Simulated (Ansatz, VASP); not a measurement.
## Two plane-wave programs on TiAl

```xyz
2
Lattice="2.9418 0.0000 0.0000 -1.4709 2.5476 0.0000 0.0000 0.0000 4.7996" Properties=species:S:1:pos:R:3 pbc="T T T"
Ti    0.0000    0.0000    0.0000
Al    0.0000    1.6984    2.3998
```

The cell comes from a database or a generator and needn't be the stable form of this composition.

Alike in both runs: task single point; functional r2SCAN; k mesh 12 × 12 × 6; occupations fermi-dirac, width 0.15 eV; no spin polarisation.

|  | VASP | Ansatz |
| --- | --- | --- |
| version | VASP 6.6.1 | Ansatz 0.2.0 |
| potentials or method | VASP PAW PBE potentials, release 64 (Ti_sv, Al) | plane waves, PAW |
| plane-wave cutoff (eV) | 520 | 600 |
| valence electrons in the cell | 15 | 15 |

```csv
,VASP,Ansatz,Ansatz less VASP
pressure (GPa),-8.1,-8.1,-0.05
largest component of the traceless stress (GPa),2.30,2.30,+0.008
```

The functional is the same, so the differences come from potentials, cutoffs and numerics.

Caveats: the PAW data sets were made with another functional, which shifts forces and pressure a little (VASP).
